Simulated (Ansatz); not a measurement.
Level of theory: Ansatz 0.2.0, DFT PBE, scalar-relativistic, plane waves, PAW. All cells share a 420 eV cutoff and Γ-centred k meshes spaced at most about 0.3 Å⁻¹ (2π included). No spin polarisation in the final relaxations.

These are static total energies at zero pressure.

Two forms of NaH were relaxed alike.

1.

```xyz
4
Lattice="1.6307 -5.7963 0.0000 1.6307 5.7963 0.0000 0.0000 0.0000 3.3539" Properties=species:S:1:pos:R:3 pbc="T T T"
Na    1.6307   -4.1178    2.5154
Na    1.6307    4.1178    0.8385
H     1.6307   -1.6680    2.5154
H     1.6307    1.6680    0.8385
```

2.

```xyz
2
Lattice="0.0000 2.4157 2.4157 2.4157 0.0000 2.4157 2.4157 2.4157 0.0000" Properties=species:S:1:pos:R:3 pbc="T T T"
Na    2.4157    2.4157    2.4157
H     0.0000    0.0000    0.0000
```

Question: Which form is favoured at zero pressure, and by what margin per atom?

Answer: Cell 2 is lower, by 63 meV/atom. Cell 1 has space group Cmcm (No. 63), 15.9 Å³/atom and a gap of 3.05 eV on its mesh; cell 2 has the rock salt type, space group Fm-3m (No. 225), 14.1 Å³/atom and a gap of 3.76 eV. Counting H atoms around Na (those within 1.25 times the shortest such distance or 1.15 times the sum of covalent radii), cell 1 has Na 5 and cell 2 has Na 6. The denser one is the lower, and pressure would at first widen the difference. Both come from invented guesses. The part of the Crystallography Open Database at hand lists NaH in space group No. 225; sharing a group (Fm-3m) doesn't make a cell the listed structure.

Kohn–Sham gaps at this level usually fall short of measured ones. With hydrogen, zero-point motion can shift such differences by 10 meV/atom or more. Cells relaxed within their symmetry can be saddle points. The Fm-3m cell of NaH came from shaking the Cmcm one.
